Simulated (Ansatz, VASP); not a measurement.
One calculation of Ag, two programs

```
Ag
1.0
     0.04086    2.06353    2.06353
     2.06353    0.04086    2.06353
     2.06353    2.06353    0.04086
Ag
1
Direct
  0.00000 0.00000 0.00000
```

Change from the starting cell: equal xy, yz and zx shear strains of +2 %.

Alike in both runs: task single point; functional PBEsol; k mesh 15 × 15 × 15; occupations fermi-dirac, width 0.03 eV; no spin polarisation.

```csv
,VASP,Ansatz
version,VASP 6.6.1,Ansatz 0.2.0
potentials or method,"VASP PAW PBE potentials, release 64 (Ag), cutoff 520 eV","all-electron LAPW, scalar-relativistic"
```

```tsv
	VASP	Ansatz	Ansatz less VASP
pressure (GPa)	-2.8	-2.6	+0.17
largest component of the traceless stress (GPa)	0.66	0.68	+0.015
```

Ansatz ran all-electron here, so the differences hold the error of VASP's frozen core and of both bases.

Caveats: the PAW data sets were made with another functional, which shifts forces and pressure a little (VASP).
